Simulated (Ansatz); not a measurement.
# PbS (wurtzite type): the cost of one run

Method: DFT PBE, with the methods named in each step, in Ansatz 0.2.0.

## (1) The starting structure

The structure is hexagonal, space group P6_3/mmc (No. 194). The conventional cell has a = 5.032 Å, b = 5.032 Å, c = 6.016 Å, α = 90.00°, β = 90.00°, γ = 120.00°. Around Pb (site symmetry -6m2) lie 5 S at 2.91 to 3.01 Å. Around S (site symmetry -6m2) lie 5 Pb at 2.91 to 3.01 Å.

As a file:

```cif
data_structure
_symmetry_space_group_name_H-M 'P6_3/mmc'
_symmetry_Int_Tables_number 194
_cell_length_a 5.0325
_cell_length_b 5.0325
_cell_length_c 6.0158
_cell_angle_alpha 90.000
_cell_angle_beta 90.000
_cell_angle_gamma 120.000
_cell_volume 131.94
loop_
_atom_site_label
_atom_site_type_symbol
_atom_site_symmetry_multiplicity
_atom_site_Wyckoff_symbol
_atom_site_fract_x
_atom_site_fract_y
_atom_site_fract_z
_atom_site_occupancy
Pb1 Pb 2 d 0.33333 0.66667 0.75000 1
S1 S 2 c 0.33333 0.66667 0.25000 1
```

The file gives the conventional cell by its symmetry; the runs use the cell typed in the input.

Whether this phase is the stable one at these pressures isn't tested.

Atoms are numbered in the order of the input: Pb1, Pb2, S3, S4.

## (2) The reference volume, LAPW

input.yaml

```yaml
crystal:
  lattice:
    - [5.0324512627, 0.0, 0.0]
    - [-2.5162256314, 4.3582306368, 0.0]
    - [0.0, 0.0, 6.0158341605]
  atoms:
    - { symbol: Pb, position: [0.3333333333, 0.6666666667, -0.0621654658] }
    - { symbol: Pb, position: [0.6666666667, 0.3333333333, 0.4378345342] }
    - { symbol: S, position: [0.3333333333, 0.6666666667, 0.4381654658] }
    - { symbol: S, position: [0.6666666667, 0.3333333333, 0.9381654658] }
kpoints:
  mp_grid: { grid: [9, 9, 5] }
  band_path:
    path:
      - [0.0, 0.0, 0.0]
      - [0.5, 0.0, 0.0]
      - [0.3333333333, 0.3333333333, 0.0]
      - [0.0, 0.0, 0.0]
      - [0.0, 0.0, 0.5]
      - [0.5, 0.0, 0.5]
      - [0.3333333333, 0.3333333333, 0.5]
      - [0.0, 0.0, 0.5]
      - [0.5, 0.0, 0.5]
    npoints: 14
scf:
  occupations: { method: fermi_dirac, width: 0.05 }
hamiltonian:
  xc: pbe
  pseudopotentials: { kind: all_electron, lapw: { basis_error: 0.001 } }
output:
  forces: true
  stress: true
  eigenvalues: true
  populations: true
  dos: { projected: true, de: 0.2, e_range: [-14, 8] }
```

Launch:

```bash
> ansatz run input.yaml --threads 1 --pin off --max-ram 3072MiB --backend cpu --events-out ev --progress --plain --runs-dir out
```

Q: Estimate wall time and peak memory on 1 thread of Intel Xeon 6975P-C (Granite Rapids), shared host.

About 50 s, with a peak of 0.51 GiB.
